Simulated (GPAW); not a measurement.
Runs of GPAW 26.7.0 on Si2W. It takes space group I4/mmm (No. 139, tetragonal). Conventional cell: a = 3.214 Å, b = 3.214 Å, c = 7.830 Å, α = 90.00°, β = 90.00°, γ = 90.00°. Around W (site symmetry 4/mmm) lie 10 Si at 2.62 Å. Around Si (site symmetry 4mm) lie 5 Si at 2.59 to 2.63 Å and 5 W at 2.62 Å. 

```tsv
task	level	potentials or basis	k mesh	band path	band points	ranks	mesh quality	gap on the mesh (eV)	pressure (GPa)	V0 of scaled cells (Å³/atom)	B0 (GPa)	largest force (eV/Å)
equation of state	LDA	the program's PAW data sets (release 1.2.1) made for this functional, pw	8 × 8 × 8	-	-	-	not flagged	-	-	13.18	243	-
single point	TB-mBJ	GPAW PAW data sets for LDA (gpaw-data 1.2.1), pw	7 × 7 × 7	-	-	-	coarse	none	-	-	-	-
equation of state	PBE	GPAW PAW data sets (gpaw-data 1.2.1), pw	12 × 12 × 12	-	-	-	not flagged	-	-	13.71	222	-
band structure	PBEsol	PAW data sets generated in the run's folder for this functional, pw	8 × 8 × 8	GXYSGZS1NPY1Z,XP	60	-	not flagged	-	-1.3	-	-	0.01
band structure	LDA	the program's PAW data sets (release 1.2.1) made for this functional, pw	8 × 8 × 8	GXYSGZS1NPY1Z,XP	60	-	not flagged	-	(c)	-	-	0.09
equation of state	PBE	PAW data sets generated in the run's folder for this functional, pw	7 × 7 × 7	-	-	-	coarse	-	-	13.71	222	-
equation of state	PBEsol	PAW data sets generated in the run's folder for this functional, pw	12 × 12 × 12	-	-	4	not flagged	-	-	13.41	(b)	-
single point	PBE	GPAW PAW data sets (gpaw-data 1.2.1), pw	12 × 12 × 12	-	-	-	not flagged	none	4.0	-	-	0.09
single point	PBEsol	PAW data sets generated in the run's folder for this functional, pw	12 × 12 × 12	-	-	-	not flagged	none	-1.3	-	-	(a)
```

Alike in all rows: no spin polarisation; cell as given; cutoff (eV) 600; smearing fermi-dirac 0.05 eV.

Question: Fill in the values left out.

Answer: (a) 0.03; (b) 236; (c) -5.3.

Caveats: some runs use coarse meshes; the cell was scaled at fixed shape and fractional positions, which overstates the stiffness of a crystal with free parameters, most of all of layers and chains (some runs); a model potential gives levels but no total energy (some runs); the PAW data sets were made with another functional, which shifts forces and pressure a little (some runs).

A k mesh can miss the band edges, and the runs leave out spin-orbit coupling on W.

A gap of «none» marks a metal or a gap under the smearing width.

Not every run made on this cell is shown here.
